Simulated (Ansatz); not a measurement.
Input and command of a calculation in Ansatz (plane waves; scalar-relativistic PAW potentials unless the input names others):

```yaml
crystal:
  lattice:
    - [-3.3457641741, 3.3457641741, 2.0270386424]
    - [3.3457641741, -3.3457641741, 2.0270386424]
    - [3.3457641741, 3.3457641741, -2.0270386424]
  atoms:
    - { symbol: Si, position: [0.1786098831, 0.1786098831, 0.3572197663] }
    - { symbol: Si, position: [0.8213901169, 0.8213901169, 0.6427802337] }
    - { symbol: Si, position: [0.1786098831, 0.8213901169, 0.0] }
    - { symbol: Si, position: [0.8213901169, 0.1786098831, 0.0] }
basis:
  ecutwfc: 420
kpoints:
  mp_grid: { grid: [12, 12, 12] }
hamiltonian:
  xc: pbe
scf:
  occupations: { method: gaussian, width: 0.05 }
  n_extra_bands: 32
output:
  forces: true
  eigenvalues: true
  stress: true
```

```bash
ansatz run input.yaml --threads 1 --pin off --max-ram 2560MiB --backend cpu --events-out ev --progress --plain --runs-dir out
```

Abridged log:
```
Basis set: ecut = 420 eV, 1767 PW (Γ), exchange–correlation on 72×72×72 points (8 copies of the dense FFT grid, shifted against one another)
Bands: 40, of which v1, the nominal top of the filled ones, is band 8 counted from 1 (7 counted from 0)
Symmetry: 16 space group operations
k-points: 163 of 1728
SCF iter   1: F=—  HF=-2542.715410 eV  |F-HF|=—  |Δ(HF+E_count)|=         —  Δρ=1.14e-3  dr2=1.65e-3  ethr=1.77e-3  ⟨swp⟩=5.3  Hψ=31779  notcnv=0  defer=3211
SCF iter   2: F=—  HF=-2542.716046 eV  |F-HF|=—  |Δ(HF+E_count)|=   6.36e-4  Δρ=7.34e-4  dr2=6.54e-4  ethr=1.03e-5  ⟨swp⟩=2.2  Hψ=8451  notcnv=0  defer=3662
SCF iter   3: F=—  HF=-2542.716184 eV  |F-HF|=—  |Δ(HF+E_count)|=   1.38e-4  Δρ=1.47e-4  dr2=2.44e-5  ethr=4.09e-6  ⟨swp⟩=2.8  Hψ=3932  notcnv=0  defer=3662
SCF iter   4: F=—  HF=-2542.716226 eV  |F-HF|=—  |Δ(HF+E_count)|=   4.22e-5  Δρ=7.75e-5  dr2=6.45e-6  ethr=1.52e-7  ⟨swp⟩=2.5  Hψ=3521  notcnv=0  defer=3662
SCF iter   5: F=—  HF=-2542.716237 eV  |F-HF|=—  |Δ(HF+E_count)|=   1.12e-5  Δρ=1.51e-5  dr2=2.75e-7  ethr=4.03e-8  ⟨swp⟩=2.0  Hψ=3571  notcnv=0  defer=3662
SCF iter   6: F=-2542.716237 eV  HF=-2542.716237 eV  |F-HF|=7.75e-9  |Δ(HF+E_count)|=   3.70e-7  Δρ=2.69e-6  dr2=1.49e-8  ethr=6.25e-10  ⟨swp⟩=13.1  Hψ=47012  notcnv=0
SCF 1 converged in 6 iterations: F = -2542.716237 eV  dr2 = 1.49e-8
SCF converged after 6 iterations
Free energy (F): -2542.716237 eV
Harris-Foulkes:  -2542.716237 eV  (|F-HF|=7.75e-9)
Internal energy: -2542.716117 eV  (E = F + TS)
E sigma→0 (E₀):  -2542.716177 eV
Entropy (-TS):   -0.000120 eV (-0.030 meV/atom)
Fermi energy:    5.225353 eV
--- Forces (eV/Å), atoms counted from 1 ---
  atom   1  Si     0.25414172     0.25414172     0.00000000
  atom   2  Si    -0.25414172    -0.25414172     0.00000000
  atom   3  Si    -0.25414172     0.25414172     0.00000000
  atom   4  Si     0.25414172    -0.25414172     0.00000000
--- Stress (GPa, compression-positive) ---
       -1.021206       0.000000       0.000000
        0.000000      -1.021206       0.000000
        0.000000       0.000000      -8.455946
  P = ⅓ Tr σ = -3.4995 GPa (-34.995 kbar)
```

Apart from outputs, the input differs from a reference run on usual settings in scf.n_extra_bands: not typed → 32; kpoints.mp_grid.grid: [10, 10, 10] → [12, 12, 12]. The reference, at the same geometry (not necessarily relaxed), gave pressure -3.50 GPa, largest force 0.360 eV/Å, no gap on the mesh. This run converged in 6 SCF iterations (reference: 6) with an energy at zero smearing 0.04 meV/atom below the reference's, pressure -3.50 GPa, largest force 0.359 eV/Å, no gap on the mesh.

The run took 16 s on 1 thread of Intel(R) Xeon(R) Platinum 8375C CPU @ 2.90GHz (Ice Lake), on a shared host, peak memory 0.72 GiB.